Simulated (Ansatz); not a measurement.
Results of r²SCAN-D4 in Ansatz (PAW) for zinc-blende InN (metastable phase).

Run with plane-wave cutoff 560 eV, 12×12×12 k mesh, Fermi–Dirac smearing 0.01 eV, scalar-relativistic PAW data made under PBE.

Pressure at four volumes; x = ln(V/15.490 Å³). One pressure is withheld.

```csv
V (Å³/atom),x,P (GPa)
14.561,-0.0618,?
14.871,-0.0408,6.38
15.490,0.0000,0.00
16.420,0.0583,-7.27
```

**Question.** Pass a parabola P(x) through the three rows shown, estimate the bulk modulus and its pressure derivative near zero pressure, and predict the withheld pressure.

**Answer.** Slopes between the rows: (0.00 − (6.38))/(0.0000 − (-0.0408)) = -156.37 and (-7.27 − (0.00))/(0.0583 − (0.0000)) = -124.70 GPa. Their difference over the span 0.0991 is c = 31.67/0.0991 = 319.6 GPa, so P(x) = 6.38 + (-156.37)(x − (-0.0408)) + 319.6 (x − (-0.0408))(x − (0.0000)). At the middle row B = −dP/dx = −[-156.37 + 319.6 × 0.0408] = 143.3 GPa, and B′ = dB/dP = 2c/B = 4.5. At x = -0.0618 the parabola gives 10.08 GPa; the run gives 10.13 GPa. The Birch–Murnaghan fit to the energies at all volumes has B0 = 142 GPa and B′ = 4.5.

Note: the gap of the solid is closed in this run; this level leaves the solid without a gap, although one is measured.

Spin–orbit coupling is not included; it can open a gap where bands touch, and shift volumes and moduli.

Ansatz is an electronic-structure program.
